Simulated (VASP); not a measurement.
The system is Bi.

```
CELL_PARAMETERS angstrom
-1.98143 1.98143 1.98143
1.98143 -1.98143 1.98143
1.98143 1.98143 -1.98143
ATOMIC_POSITIONS crystal
Bi 0.00000 0.00000 0.00000
```

This isn't the form of Bi at room conditions, which is rhombohedral.

- Program: VASP 6.6.1
- Task: relaxation of cell and atoms
- Functional: PBEsol
- Potentials or basis: VASP PAW PBE potentials, release 64 (Bi_d)
- Cutoff: 600 eV
- k mesh: 9 × 9 × 9
- Occupations: fermi-dirac, width 0.05 eV
- Spin: no spin polarisation

At the start: pressure -2.0 GPa; volume 31.12 Å³/atom.

Problem. Where does the relaxation end?

Solution. Over 3 steps the energy falls by 6.9 meV/atom and the volume is 30.04 Å³/atom (-3.5 %); space group Im-3m (No. 229, to 0.05 Å).

The path:
| step | energy change (eV) | largest force (eV/Å) | pressure (GPa) | volume (Å³) |
| --- | --- | --- | --- | --- |
| 1 | 0.0000 | 0.0000 | -1.96 | 31.12 |
| 2 | -0.0045 | 0.0000 | 1.26 | 29.43 |
| 3 | -0.0069 | 0.0000 | 0.02 | 30.04 |

Final structure:
```
CELL_PARAMETERS angstrom
-1.95826 1.95826 1.95826
1.95826 -1.95826 1.95826
1.95826 1.95826 -1.95826
ATOMIC_POSITIONS crystal
Bi 0.00000 0.00000 0.00000
```

Caveat: the PAW data sets were made with another functional, which shifts forces and pressure a little.
